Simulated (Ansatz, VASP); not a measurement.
# La in VASP and in Ansatz

File POSCAR:

```
La
1.0
   -2.1095767417      2.1095767417      2.1095767417
    2.1095767417     -2.1095767417      2.1095767417
    2.1095767417      2.1095767417     -2.1095767417
La
1
Direct
    0.0000000000      0.0000000000      0.0000000000
```

File INCAR.step1:

```
SYSTEM = La
ALGO = Normal
EDIFF = 1E-4
ENCUT = 520
GGA = PE
ISMEAR = -1
LASPH = .True.
LCHARG = .False.
LREAL = .False.
LWAVE = .True.
NBANDS = 12
NELM = 80
PREC = Accurate
SIGMA = 0.05
```

INCAR.step2

```
SYSTEM = La
ALGO = Normal
EDIFF = 1E-6
ENCUT = 520
ISIF = 2
ISMEAR = -1
ISTART = 1
LASPH = .True.
LCHARG = .True.
LELF = .True.
LMIXTAU = .True.
LREAL = .False.
LVHAR = .True.
LWAVE = .False.
METAGGA = R2SCAN
NBANDS = 12
NELM = 80
PREC = Accurate
SIGMA = 0.05
```

File KPOINTS:

```
k-points
0
Gamma
  9 9 9
  0 0 0
```

The input input.yaml:

```yaml
crystal:
  lattice:
    - [-2.1095767417, 2.1095767417, 2.1095767417]
    - [2.1095767417, -2.1095767417, 2.1095767417]
    - [2.1095767417, 2.1095767417, -2.1095767417]
  atoms:
    - { symbol: La, position: [0.0, 0.0, 0.0] }
hamiltonian:
  xc: r2scan
  pseudopotentials: { kind: paw }
kpoints:
  mp_grid: { grid: [9, 9, 9] }
scf:
  occupations: { method: fermi_dirac, width: 0.05 }
output:
  forces: true
  stress: true
  eigenvalues: true
  write_density: true
  write_potential: true
  elf: true
  volumetric_format: npy
```

This isn't the form of La at room conditions, which is double hcp.

Alike in both runs: task single point; functional r2SCAN; k mesh 9 × 9 × 9; occupations fermi-dirac, width 0.05 eV; no spin polarisation.

|  | VASP | Ansatz |
| --- | --- | --- |
| version | VASP 6.6.1 | Ansatz 0.2.0 |
| potentials or method | VASP PAW PBE potentials, release 64 (La) | Ansatz PAW |
| plane-wave cutoff (eV) | 520 | 500 |
| valence electrons in the cell | 11 | 11 |

|  | VASP | Ansatz | Ansatz less VASP |
| --- | --- | --- | --- |
| gap on the k mesh at the Fermi level (eV) | none | none | - |
| pressure (GPa) | 0.3 | 0.3 | -0.05 |

A gap of «none» marks a metal or a gap that the smearing closes.

Caveats: the PAW data sets were made with another functional, which shifts forces and pressure a little (VASP); the magnetic or orbital state may not be the lowest (Ansatz); the PAW data sets come from PBE, with cores solved anew for the run's functional, which leaves a small shift of forces and pressure (Ansatz). Spin-orbit coupling is left out, which matters for the levels of La.
